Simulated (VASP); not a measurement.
Here is a VASP 6.6.1 calculation.

POSCAR

```
CdSe
1.0
    4.3115182215      0.0000000000      0.0000000000
   -2.1557591108      3.7338843087      0.0000000000
    0.0000000000      0.0000000000      7.0294684100
Cd Se
2 2
Direct
    0.3333333333      0.6666666667      0.0045324400
    0.6666666667      0.3333333333      0.5045324400
    0.3333333333      0.6666666667      0.3804675600
    0.6666666667      0.3333333333      0.8804675600
```

The input INCAR.step1:

```
PREC     = Accurate       # precision mode
ENCUT    = 520            # plane-wave cutoff, eV
ISMEAR   = -1             # smearing method
SIGMA    = 0.02           # smearing width, eV
LREAL    = False          # projectors in reciprocal space
LASPH    = True           # aspherical terms in the spheres
NELM     = 60             # most SCF steps
NBANDS   = 26             # bands
GGA      = PE             # functional
ALGO     = Normal         # electronic algorithm
EDIFF    = 1E-4           # SCF threshold, eV
LWAVE    = True           # write WAVECAR
LCHARG   = False          # write CHGCAR
```

The input INCAR.step2:

```
PREC     = Accurate       # precision mode
ENCUT    = 520            # plane-wave cutoff, eV
EDIFF    = 1E-6           # SCF threshold, eV
ISMEAR   = -1             # smearing method
SIGMA    = 0.02           # smearing width, eV
LREAL    = False          # projectors in reciprocal space
LASPH    = True           # aspherical terms in the spheres
NELM     = 60             # most SCF steps
ALGO     = Normal         # electronic algorithm
ISIF     = 2              # what is computed and relaxed
LWAVE    = False          # write WAVECAR
LCHARG   = True           # write CHGCAR
METAGGA  = R2SCAN         # meta-GGA
LMIXTAU  = True         
LELF     = True           # ELF
LVHAR    = True         
NBANDS   = 26             # bands
ISTART   = 1
```

File KPOINTS:

```
regular mesh
0
Gamma
  6 6 4
```

Potentials or basis: VASP PAW PBE potentials, release 64 (Cd, Se).

Command:

```sh
$ cat potpaw_PBE.64/Cd/POTCAR potpaw_PBE.64/Se/POTCAR > POTCAR
$ cp INCAR.step1 INCAR
$ mpirun -np 1 vasp_std > vasp.out
$ cp INCAR.step2 INCAR
$ mpirun -np 1 vasp_std > vasp.out
```

Q: Predict the pressure.

A: 1.4 GPa.

Q: Predict the band gap on the k mesh.

A: 1.14 eV, direct.

Forces on the atoms (eV/Å):
```
Cd   0.000  0.000  0.003
Cd   0.000  0.000  0.003
Se   0.000  0.000 -0.003
Se   0.000  0.000 -0.003
```

Caveat: the PAW data sets were made with another functional, which shifts forces and pressure a little.

**Measured values to compare with.**

From a printed reference work, data compilation, for a bulk crystal of CdSe at 2 K: band gap 1.841 eV.

A measured gap of CdSe is 1.841 eV (2 K; a printed reference work, data compilation); the calculated 1.14 eV misses it by -0.70 eV. Spin-orbit coupling on Cd, Se is left out. The value is that of r2SCAN, without temperature or zero-point motion.
